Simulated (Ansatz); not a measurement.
# BN at 25 GPa: from Born charge to LO–TO splitting and polaron coupling

All numbers below come from DFT PBEsol, scalar-relativistic, plane waves, PAW (Ansatz). Cutoff 420 eV, 12×12×12 k-points (Γ-centred), fixed occupations. No spin polarisation. Phonons by linear response, acoustic sum rule imposed.

The cell, relaxed at 25 GPa:
```cif
data_structure
_symmetry_space_group_name_H-M 'F-43m'
_symmetry_Int_Tables_number 216
_cell_length_a 3.5363
_cell_length_b 3.5363
_cell_length_c 3.5363
_cell_angle_alpha 90.000
_cell_angle_beta 90.000
_cell_angle_gamma 90.000
_cell_volume 44.22
loop_
_atom_site_label
_atom_site_type_symbol
_atom_site_symmetry_multiplicity
_atom_site_Wyckoff_symbol
_atom_site_fract_x
_atom_site_fract_y
_atom_site_fract_z
_atom_site_occupancy
B1 B 4 a 0.00000 0.00000 0.00000 1
N1 N 4 c 0.25000 0.25000 0.25000 1
```

Linear response gives ν_TO = 1123.9 cm⁻¹, Born charges ±1.874 e (positive on B) and ε∞ = 4.578. The primitive cell holds 11.055 Å³, and the masses are 10.810 and 14.007 amu.

**Question.** Find ν_LO and the static dielectric constant.

**Answer.** The long-wave field adds a restoring force: ω_LO² − ω_TO² = Z*²e²/(ε_vac ε∞ μV). In these units ν_LO² − ν_TO² = 4.92064×10⁷ Z*²/(μ V ε∞) cm⁻², with μ = m₁m₂/(m₁ + m₂) = 6.101 amu: 559575 cm⁻². So ν_LO = √(1123.9² + 559575) = 1350.1 cm⁻¹, and the run gives 1350.1. Lyddane–Sachs–Teller then gives ε0 = ε∞ (ν_LO/ν_TO)² = 6.61, against 6.61 in the run (it forms both from the same three quantities, so the match checks the arithmetic only). Between ν_TO and ν_LO the dielectric function is negative and an undamped crystal reflects fully: a reststrahlen band from 7.4 to 8.9 μm.

**Question.** What do the Clausius–Mossotti polarisability and the Szigeti charge come to?

**Answer.** With the Lorentz local field, α = (3V/4π)(ε∞ − 1)/(ε∞ + 2) = 1.44 Å³ for the pair, and e_S = 3Z*/(ε∞ + 2) = 0.85 e. The Born charge includes the electrons' response to the dipole's own local field, and e_S takes that enhancement out. The Lorentz field assumes point-like polarisable ions, a poor picture once ε∞ is this large, since the electron clouds then overlap or are shared, so both numbers are formal here.

**Question.** How strongly does a slow electron couple to the LO mode?

**Answer.** For one isotropic parabolic band, Fröhlich's constant is α_F = (1/ε∞ − 1/ε0) √(m* Ry/ħω_LO), with Ry = 13.606 eV, ħω_LO = 167.4 meV and m* in free-electron masses: α_F = 0.0671 × 9.02 × √m* = 0.60 √m*. The band mass isn't part of this run; for m* = 0.1, 0.3 and 1 it gives 0.19, 0.33, 0.60. In weak coupling the polaron lies α_F ħω_LO below the band edge (55 meV at m* = 0.3) with a mass m*(1 + α_F/6); past α_F of about 5 or 6 that expansion fails. A semilocal functional's ε∞ tends to be too large, which taken alone lowers α_F.

Cost: 1 run of about 0.093 core-minutes, on AMD EPYC 9R45 (Zen 5) (shared hosts).

Compressed cubic BN combines a strongly polar optical mode with only a modest lattice contribution to screening. The wide LO–TO splitting doesn't require an exceptionally large Born charge: a small cell volume strengthens the long-range electric restoring force, and light atoms turn that force into a large frequency shift. The same light masses, together with stiff, directional sp³ bonds, place the TO mode high in frequency. That stiffness also limits how far the sublattices move in a static field, so ε0 rises only from 4.578 to 6.61.

The bonds are polar because nitrogen is more electronegative than boron, but ±1.874 e measures the polarisation produced by atomic displacement, not a static charge transfer, and so doesn't by itself define an ionic bonding fraction. The small difference between the inverse dielectric constants and the high LO energy both keep the Fröhlich coupling weak for the masses considered, which suggests a large polaron rather than a self-trapped carrier. With only one compressed volume, the calculation can't show whether pressure strengthens or weakens the splitting or the coupling.
